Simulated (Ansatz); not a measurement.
Mg2Sn (antifluorite) from LDA to hybrids

All numbers come from the plane-wave code Ansatz. No magnetic order and no zero-point or thermal motion.

The cell is Mg2Sn in the antifluorite structure; cell and atoms were relaxed with r2SCAN. It is cubic, Fm-3m (No. 225); a = 6.760 Å in the conventional setting, 25.74 Å³ an atom. Sn is surrounded by 8 Mg at 2.93 Å; Mg is surrounded by 4 Sn at 2.93 Å.

```
CELL_PARAMETERS angstrom
0.00000 3.37994 3.37994
3.37994 0.00000 3.37994
3.37994 3.37994 0.00000
ATOMIC_POSITIONS crystal
Sn 0.00000 0.00000 0.00000
Mg 0.25000 0.25000 0.25000
Mg 0.75000 0.75000 0.75000
```

Relaxed lattice by functional, symmetry kept:
```
functional  k mesh  a (Å)  volume (Å³/atom)
       PBE   6×6×6  6.815             26.37
    r2SCAN   6×6×6  6.760             25.74
    PBEsol   6×6×6  6.746             25.58
       LDA   6×6×6  6.665             24.67
     HSE06   4×4×4  6.763             25.78
```

On this one geometry the levels give:
```json
{"level": "LDA", "k mesh": "6×6×6", "gap (eV)": "none (overlap 0.19)", "kind": "–", "edges": "–", "least direct gap (eV)": "–", "rough cost": "1.1 core-seconds"}
{"level": "PBE", "k mesh": "6×6×6", "gap (eV)": "none (overlap 0.15)", "kind": "–", "edges": "–", "least direct gap (eV)": "–", "rough cost": "1.8 core-seconds"}
{"level": "PBE+SOC", "k mesh": "6×6×6", "gap (eV)": "none (overlap 0.31)", "kind": "–", "edges": "–", "least direct gap (eV)": "–", "rough cost": "5 core-seconds"}
{"level": "r2SCAN", "k mesh": "6×6×6", "gap (eV)": "0.19", "kind": "indirect", "edges": "Γ → X", "least direct gap (eV)": "2.01", "rough cost": "2.9 core-seconds"}
{"level": "HSE06", "k mesh": "4×4×4", "gap (eV)": "0.20", "kind": "indirect", "edges": "Γ → X", "least direct gap (eV)": "2.09", "rough cost": "40 core-seconds"}
```
All runs use a smearing of 0.02 eV.
Wave cutoffs: 420 eV, 500 eV (r2SCAN).
Costs come from shared machines and give only the order; PBE's includes the band path. The runs had 4 threads of AMD EPYC 9R45 96-Core Processor (Zen 5), with other jobs on the host.

With HSE06 the valence top lies at Γ and the conduction bottom at X, 0.20 eV higher; the smallest vertical gap, at Γ, is 2.09 eV. PBE+SOC gives no gap: the lowest nominally empty band dips 0.31 eV below the top of the last filled one (its bottom at X, the top at Γ), so the cell is a metal or semimetal at this level.

The levels disagree on the kind of gap: indirect with r2SCAN, HSE06; no gap with LDA, PBE, PBE+SOC.

Only the levels marked +SOC include spin-orbit coupling.

The meshes of the hybrids are coarse, so their gaps aren't converged to the digits shown.
